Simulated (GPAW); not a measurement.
Runs of GPAW 26.7.0 on BN. The structure is hexagonal, space group P6_3/mmc (No. 194). Conventional cell: a = 2.498 Å, b = 2.498 Å, c = 6.636 Å, α = 90.00°, β = 90.00°, γ = 120.00°. N (site symmetry -6m2) has 3 B at 1.44 Å as nearest neighbours. B (site symmetry -6m2) is surrounded by 3 N at 1.44 Å. 

```csv
task,level,potentials or basis,cell,k mesh,cutoff (eV),maxiter,band path,band points,other keys,gap on the mesh (eV),pressure (GPa),largest force (eV/Å)
band structure,PBE,"PAW data sets generated in the run's folder for this functional, pw",as given,9 × 9 × 3,800,150,"GMKGALHA,LM,KH",80,-,4.43,4.3,-
single point,PBE,"GPAW PAW data sets (gpaw-data 1.2.1), pw",as given,9 × 9 × 3,700,100,-,-,"several, not listed",4.43,(a),-
single point,PBE,"GPAW PAW data sets (gpaw-data 1.2.1), pw","atoms moved at random, drawn with an rms of 0.05 Å",12 × 12 × 4,800,150,-,-,-,4.23,4.6,1.39
single point,PBE,"GPAW PAW data sets (gpaw-data 1.2.1), pw",as given,12 × 12 × 4,800,150,-,-,-,4.29,4.3,-
band structure,PBE,"GPAW PAW data sets (gpaw-data 1.2.1), pw",as given,9 × 9 × 3,800,150,"GMKGALHA,LM,KH",100,-,4.43,4.3,-
band structure,rSCAN,"GPAW PAW data sets (gpaw-data 1.2.1), pw",as given,9 × 9 × 3,800,150,"GMKGALHA,LM,KH",100,-,4.98,(b),0.01
```

Alike in all rows: no spin polarisation; smearing fermi-dirac 0.05 eV.

Task: Fill in the values left out.

Result: (a) 2.4; (b) -0.9.

Caveats: this functional lacks dispersion, which binds the layers, so the pressure and a relaxed spacing across them are unreliable (some runs); the mesh misses the band edges, which the band path finds closer together (some runs); the cutoff is short for stress and forces, so pressures can be off by a GPa or more (some runs); an odd mesh through Γ misses points on the zone boundary, where band edges often lie (some runs); the PAW data sets were made with another functional, which shifts forces and pressure a little (some runs).
